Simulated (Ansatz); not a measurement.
# Ga: a tetragonal deformation path

One table from this session's results is given with a row withheld; the runs are named, their logs left out.

Computed with Ansatz 0.2.0 (DFT r2SCAN, scalar-relativistic, plane waves, PAW, unless a step's input says otherwise).

### Starting point

Symmetry: I4/mmm, No. 139, tetragonal system. The conventional cell has a = 2.808 Å, b = 2.808 Å, c = 4.458 Å, α = 90.00°, β = 90.00°, γ = 90.00°. Ga (site symmetry 4/mmm) is surrounded by 12 Ga at 2.81 to 2.99 Å.

Coordinates:

```cif
data_structure
_symmetry_space_group_name_H-M 'P 1'
_symmetry_Int_Tables_number 1
_cell_length_a 2.9851
_cell_length_b 2.9851
_cell_length_c 2.9851
_cell_angle_alpha 123.888
_cell_angle_beta 123.888
_cell_angle_gamma 83.388
_cell_volume 17.58
loop_
_atom_site_label
_atom_site_type_symbol
_atom_site_fract_x
_atom_site_fract_y
_atom_site_fract_z
_atom_site_occupancy
Ga1 Ga 0.00000 0.00000 0.00000 1
```

No relaxation comes first: the listed cell is the starting point.

### The reference cell

Reference values: F = -3790.1331 eV; pressure 0.95 GPa; largest force 0.000 eV/Å; gap on the mesh none (metal). It was computed beforehand with the settings of the runs below.

Set-up of the first run:

At fixed volume and fractional coordinates, lengths along (0.000, 0.000, 1.000) are scaled against those across it; ρ is that ratio over its starting value.

The input, input.yaml:

```yaml
crystal:
  lattice:
    - [-1.4821567375, 1.4821567375, 2.0001198453]
    - [1.4821567375, -1.4821567375, 2.0001198453]
    - [1.4821567375, 1.4821567375, -2.0001198453]
  atoms:
    - { symbol: Ga, position: [0.0, 0.0, 0.0] }
basis:
  ecutwfc: 500
kpoints:
  mp_grid: { grid: [26, 26, 26] }
hamiltonian:
  xc: r2scan
scf:
  occupations: { method: gaussian, width: 0.15 }
output:
  forces: true
  stress: true
  eigenvalues: true
```

On the command line:

```console
$ ansatz run input.yaml --threads 1 --pin off --max-ram 2560MiB --backend cpu --events-out ev --progress --plain --runs-dir out
```

Steps of the session up to this table: ρ = 0.850; ρ = 1.200; Point ρ = 0.920; ρ = 1.100; At ρ = 0.960; At ρ = 1.050; At ρ = 0.800; Point ρ = 1.300.

One table of the session follows, with a row left open; its other results are not shown here.

| ρ | ΔE (meV/atom) | pressure (GPa) |
| --- | --- | --- |
| 0.800 | 6.5 | 1.0 |
| 0.850 | 2.8 | 0.9 |
| 0.920 | 2.7 | 0.9 |
| 0.960 | 0.4 | 0.9 |
| 1.000 | 0.0 | 0.9 |
| 1.050 | ? | ? |
| 1.100 | 4.5 | 1.3 |
| 1.200 | 22.7 | 2.5 |
| 1.300 | 69.6 | 5.1 |

**Question.** Estimate the row for ρ = 1.050.

Worked estimate for «ΔE (meV/atom)». A straight line through the neighbours (1.000, 0.0) and (1.100, 4.5) gives 0.0 + (4.5 − 0.0) × (1.050 − 1.000) / (1.100 − 1.000) = 2.2; a parabola fitted to 4 rows on both sides gives 0.6.

The run gave: ΔE (meV/atom): 0.1; pressure (GPa): 1.1. In «ΔE (meV/atom)» the line misses by +2.1 and the parabola by +0.5.
